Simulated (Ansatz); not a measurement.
## BaTe: what symmetry allows forces and stress to be

```yaml
crystal:
  lattice:
    - [0.00000, 3.21751, 3.52441]
    - [3.52441, 0.00000, 3.52441]
    - [3.52441, 3.21751, 0.00000]
  atoms:
    - { symbol: Ba, position: [0.99120, 0.00880, 0.99120] }
    - { symbol: Te, position: [0.50880, 0.49120, 0.50880] }
```

These are results of DFT PBEsol, scalar-relativistic, plane waves, PAW (Ansatz 0.2.0), not measurements.

Settings: cutoff 420 eV, Γ-centred mesh 8×8×8 on the computed 2-atom cell, Gaussian smearing of 0.02 eV; no spin polarisation.

This distorted cell has space group I4mm, with 8 operations.

Without a calculation: in which directions can each atom feel a force?

A force must be left unchanged by every operation that keeps its atom in place, so it lies in the space that those operations leave fixed. Atoms that the group maps onto each other feel forces of one size.
| atom | site symmetry | operations at the site | equivalent to atom | allowed force (Cartesian) |
| --- | --- | --- | --- | --- |
| Ba1 | 4mm | 8 | 1 | along (0.00, 1.00, 0.00) |
| Te2 | 4mm | 8 | 2 | along (0.00, 1.00, 0.00) |

That leaves 2 independent force components of 6, tied by 1 condition that the forces sum to zero, so 1 remains. A relaxation in this cell that keeps the symmetry moves the atoms in these directions alone.

And the stress tensor?

It must be invariant under the point group, which leaves 2 independent components: yz, xz, xy vanish; xx = zz.

Do the computed values obey this?

Yes. Forces (eV/Å):
```
Ba1  0.000  0.732  0.000
Te2  0.000 -0.732  0.000
```

Stress (GPa, compression positive, xx yy zz yz xz xy): -0.65 9.64 -0.65 0.00 0.00 0.00. The program imposes the same operations on density, forces and stress, so this confirms the analysis and is no independent test of the calculation.